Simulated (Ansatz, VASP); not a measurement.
## Cl in VASP and in Ansatz

The input INCAR:

```
SYSTEM = Cl
PREC = Accurate
ENCUT = 520
EDIFF = 1E-7
ISMEAR = -1
SIGMA = 0.08
LREAL = .False.
LASPH = .True.
NELM = 60
ALGO = Normal
ISIF = 2
LWAVE = .False.
LCHARG = .False.
GGA = PS
NBANDS = 10
```

Contents of KPOINTS:

```
regular mesh
0
Gamma
  15 15 15
  0 0 0
```

File POSCAR:

```
Cl
1.0
    2.4739883501      0.0000000000      0.0000000000
    0.0000000000      2.4739883501      0.0000000000
    0.0000000000      0.0000000000      2.4739883501
Cl
1
Direct
    0.0000000000      0.0000000000      0.0000000000
```

Input for Ansatz:

```yaml
crystal:
  lattice:
    - [2.4739883501, 0.0, 0.0]
    - [0.0, 2.4739883501, 0.0]
    - [0.0, 0.0, 2.4739883501]
  atoms:
    - { symbol: Cl, position: [0.0, 0.0, 0.0] }
kpoints:
  mp_grid: { grid: [15, 15, 15] }
scf:
  occupations: { method: fermi_dirac, width: 0.08 }
hamiltonian:
  xc: pbesol
  pseudopotentials: { kind: all_electron, lapw: { basis_error: 0.001 } }
output:
  forces: true
  stress: true
  eigenvalues: true
  populations: true
```

Change from the starting cell: volume scaled by 0.7, LAPW.

Alike in both runs: task single point; functional PBEsol; k mesh 15 × 15 × 15; occupations fermi-dirac, width 0.08 eV; no spin polarisation.

|  | VASP | Ansatz |
| --- | --- | --- |
| version | VASP 6.6.1 | Ansatz 0.2.0 |
| potentials or method | VASP PAW PBE potentials, release 64 (Cl) | all-electron LAPW, scalar-relativistic |
| plane-wave cutoff (eV) | 520 | see its input |

VASP gave:

| Item | Value |
| --- | --- |
| pressure (GPa) | 38.4 |

Q: Which values does Ansatz return?

A: Pressure (GPa): 38.5.

Ansatz ran all-electron here, so the differences hold the error of VASP's frozen core and of both bases.

Caveats: so large a pressure means that the cell lies far from this level's equilibrium, or that cutoff or potentials fall short (VASP); the potentials were made for another functional, which shifts forces and pressure (VASP); an odd number of electrons without spin polarisation forces a metal; a magnetic or distorted state may lie lower.
